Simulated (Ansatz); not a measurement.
TiO2:

```xyz
3
Lattice="1.4973 0.8645 6.9815 -1.4973 0.8645 6.9815 0.0000 -1.7290 6.9815" Properties=species:S:1:pos:R:3 pbc="T T T"
Ti    0.0000    0.0000    0.0000
O     0.0000    0.0000    7.9492
O     0.0000    0.0000   12.9955
```

Measurements of this composition are mostly on another form, of space group No. 141.

Program: Ansatz 0.2.0. Alike in all runs: task single point; potentials or basis Ansatz PAW; no spin polarisation; cell as given; k mesh 6 × 6 × 6; cutoff (eV) 500; smearing fermi-dirac 0.05 eV.

Q: Order these runs on this cell by their pressure, lowest first.
A. level r2SCAN0 form with a typed share of exact exchange; share of exact exchange 0.5
B. level r2SCAN0 form with a typed share of exact exchange; share of exact exchange 0.1
C. level r2SCAN0; share of exact exchange 0.25

A: A (-9.3 GPa), C (-6.5 GPa), B (-4.7 GPa).

Caveats: the PAW data sets come from PBE, with cores solved anew for the run's functional, which leaves a small shift of forces and pressure; the thresholds are loose for stress.
